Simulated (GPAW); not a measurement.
## Ge in GPAW: convergence with k mesh

Input of the first run (k mesh 2 × 2 × 2); the others differ in this setting and in those tied to it:

File run.py:

```python
from ase.dft.bandgap import bandgap
from ase.io import read, write
from ase.units import GPa
from gpaw import GPAW, PW

atoms = read('POSCAR')

calc = GPAW(mode=PW(600),
            xc='LDA',
            kpts={'size': (2, 2, 2), 'gamma': True},
            occupations={'name': 'fermi-dirac', 'width': 0.05},
            nbands=11,
            convergence={'density': 1e-05, 'energy': 1e-05},
            maxiter=100,
            txt='gpaw.txt')
atoms.calc = calc
energy = atoms.get_potential_energy()
forces = atoms.get_forces()
stress = atoms.get_stress()
calc.write('gs.gpw')
write('result.traj', atoms)
print(f'Energy: {energy:.6f} eV')
print('Forces (eV/A):')
print(forces.round(4))
print('Stress (GPa):', (stress / GPa).round(3))
print('Fermi level:', round(calc.get_fermi_level(), 4), 'eV')
print(f'Gap: {bandgap(calc)[0]:.4f} eV, direct: {bandgap(calc, direct=True)[0]:.4f} eV')
```

File POSCAR:

```
Ge
1.0
    4.0904091952      0.0000000000      0.0000000000
   -2.0452045976      3.5423982749      0.0000000000
    0.0000000000      0.0000000000      3.3265800000
Ge
2
Direct
    0.6827060000      0.3373210000      0.1399020000
    0.3174900000      0.6604100000      0.8481450000
```

Potentials or basis: the program's PAW data sets (release 1.2.1) made for this functional, pw.

Run with:

```sh
$ OMP_NUM_THREADS=1 python run.py
```

The cell isn't the ideal one: atoms moved at random, drawn with an rms of 0.1 Å.

The cell was built by a generator and needn't be a form met in nature.

Hardware: 1 thread of Intel(R) Xeon(R) 6975P-C (Granite Rapids), on a shared host.

| k mesh | energy less the tightest run, at zero smearing (meV/atom) | pressure (GPa) | largest force (eV/Å) | SCF cycles | CPU time (s) | peak memory (GiB) |
| --- | --- | --- | --- | --- | --- | --- |
| 2 × 2 × 2 | 102.05 | -4.92 | 0.751 | 9 | 2.4 | 0.13 |
| 3 × 3 × 3 | 140.20 | -4.10 | 0.431 | 9 | 3.3 | 0.14 |
| 3 × 3 × 4 | 168.01 | -4.44 | 0.183 | 9 | 4.2 | 0.14 |
| 4 × 4 × 4 | 30.27 | -5.06 | 0.645 | 9 | 6.2 | 0.15 |
| 5 × 5 × 5 | 16.86 | -5.79 | 0.687 | 9 | 8.7 | 0.16 |
| 6 × 6 × 6 | 23.09 | -5.72 | 0.832 | 9 | 15 | 0.19 |
| 7 × 7 × 7 | 18.04 | -5.39 | 0.721 | 9 | 22 | 0.23 |
| 8 × 8 × 9 | 0.00 | -5.67 | 0.800 | 9 | 39 | 0.3 |

Not settled before the last step: the energy (to 1 meV/atom), the pressure (to 0.1 GPa), the largest force (to 0.005 eV/Å). Meshes of other sizes hit other points, so gaps and Fermi surfaces needn't settle smoothly. The tightest run that finished is the yardstick and may itself not be fully converged.
